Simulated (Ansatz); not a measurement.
Set up this calculation in Ansatz 0.2.0, as the native input.

```yaml
Task: single point
Functional: PBEsol
Potentials_or_basis: all-electron LAPW, scalar-relativistic
Cutoff: 467 eV (chosen from the basis error)
Basis_error_allowed: 0.001 eV/atom
k_mesh: 7 × 7 × 7
Occupations: fermi-dirac, width 0.05 eV
Spin: no spin polarisation
```

Crystal: KTaO3.

```
CELL_PARAMETERS angstrom
3.98830 0.00000 0.00000
0.00000 3.98830 0.00000
0.00000 0.00000 3.98830
ATOMIC_POSITIONS crystal
Ta 0.00000 0.00000 0.00000
K 0.50000 0.50000 0.50000
O 0.00000 0.00000 0.50000
O 0.00000 0.50000 0.00000
O 0.50000 0.00000 0.00000
```

These files were run (other wordings do the same):

input.yaml

```yaml
crystal:
  lattice:
    - [3.9883, 0.0, 0.0]
    - [0.0, 3.9883, 0.0]
    - [0.0, 0.0, 3.9883]
  atoms:
    - { symbol: Ta, position: [0.0, 0.0, 0.0] }
    - { symbol: K, position: [0.5, 0.5, 0.5] }
    - { symbol: O, position: [0.0, 0.0, 0.5] }
    - { symbol: O, position: [0.0, 0.5, 0.0] }
    - { symbol: O, position: [0.5, 0.0, 0.0] }
kpoints:
  mp_grid: { grid: [7, 7, 7] }
scf:
  occupations: { method: fermi_dirac, width: 0.05 }
hamiltonian:
  xc: pbesol
  pseudopotentials: { kind: all_electron, lapw: { basis_error: 0.001 } }
output:
  forces: true
  stress: true
  eigenvalues: true
  populations: true
```

Potentials or basis: all-electron LAPW, scalar-relativistic.

Launch:

```bash
$ ansatz run input.yaml --threads 4 --pin off --max-ram 12288MiB --backend cpu --events-out ev --progress --plain --runs-dir out
```

It gave:

```json
{
 "Pressure": "-0.4 GPa",
 "Band gap on the k mesh": "2.20 eV, indirect (least direct gap 2.74 eV)",
 "Loewdin charges": "Ta +1.57; K +0.81; O -0.73 e"
}
```

Caveat: spin-orbit coupling is left out, which moves the levels of the heavy elements; an odd mesh through Γ misses points on the zone boundary, where band edges often lie.

Run time: 18 s on 4 threads of Intel(R) Xeon(R) Platinum 8375C CPU @ 2.90GHz (Ice Lake) (shared host), peak memory 0.66 GiB.
